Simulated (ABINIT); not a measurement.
Set up this calculation in ABINIT 10.8.3 (patched build), as the native input.

```yaml
Task: relaxation of cell and atoms
Functional: PBEsol
Potentials_or_basis: JTH PAW PBE v2.0
Cutoff: 626 eV
k_mesh: 3 × 3 × 5
Occupations: fermi-dirac, width 0.05 eV
Spin: no spin polarisation
Cell_freedom_optcell: 2
Cutoff_smearing_ecutsm_Ha: 0.5
Optimiser_ionmov: 2
Force_stop_Ha/bohr: 0.0005
Fine-grid_cutoff: 1224.51 eV
```

The system is La2O3.

```
La O
1.0
     6.37027    0.00000    0.00000
    -3.18514    5.51682    0.00000
     0.00000    0.00000    3.28989
La O
2 3
Direct
  0.66667 0.33333 0.49810
  0.33333 0.66667 0.50190
  0.50461 0.00000 0.00000
  0.00000 0.50461 0.00000
  0.49539 0.49539 0.00000
```

The cell comes from a database or a generator and needn't be the stable form of this composition.

The input as run:

run.abi

```
# Pseudopotentials
pp_dirpath "./"
pseudos "La.GGA_PBE-JTH.xml, O.GGA_PBE-JTH.xml"

# Structure
acell 12.0380707696 12.0380707695 6.2169990374
rprim
     1.0000000000     0.0000000000     0.0000000000
    -0.5000000000     0.8660254038     0.0000000000
     0.0000000000     0.0000000000     1.0000000000
ntypat 2
znucl 57 8
natom 5
typat 1 1 2 2 2
xred
     0.6666666667     0.3333333333     0.4981030000
     0.3333333333     0.6666666667     0.5018970000
     0.5046070000     0.0000000000     0.0000000000
     0.0000000000     0.5046070000     0.0000000000
     0.4953930000     0.4953930000     0.0000000000
chkprim 0
chksymtnons 0
tolsym 1.0e-6

# Plane-wave basis
ecut 23.0
pawecutdg 45.0
pawxcdev 0

# k points
kptopt 1
ngkpt 3 3 5
nshiftk 1
shiftk 0.0 0.0 0.0

# Exchange and correlation
ixc -116133

# Bands and occupations
nband 27
occopt 3
tsmear 0.00183747

# SCF cycle
nstep 100
tolvrs 1.0e-9

# Output
iomode 3
prtwf 0
prtden 0
prteig 0
prtebands 0
enunit 2
prtvol 2

# Relaxation
ionmov 2
ntime 60
tolmxf 0.0005
optcell 2
dilatmx 1.08
ecutsm 0.5
```

Potentials or basis: JTH PAW PBE v2.0.

Command:

```bash
$ abinit run.abi > log 2>&1
```

Results of the run:

- Relaxed volume: 22.51 Å³/atom
- Relaxed cell: a = 6.313 Å, b = 6.313 Å, c = 3.261 Å, α = 90.00°, β = 90.00°, γ = 120.00°
- Space group after relaxing (to 0.05 Å): P6/mmm (No. 191)
- Energy gained by relaxing: 5.0 meV/atom
- Ionic steps: 10
- Pressure after relaxing: 0.1 GPa
- Largest force after relaxing: 0.014 eV/Å
- Band gap on the k mesh: 1.65 eV, indirect (least direct gap 1.93 eV)
- Valence electrons inside the program's atomic spheres: La 7.99; O 4.50

Caveat: the PAW data sets were made with another functional, which shifts forces and pressure a little; spin-orbit coupling is left out, which moves the levels of the heavy elements; an odd mesh through Γ misses points on the zone boundary, where band edges often lie.

Run time: 10 min on 1 thread of Intel(R) Xeon(R) 6975P-C (Granite Rapids) (shared host), peak memory 0.26 GiB.
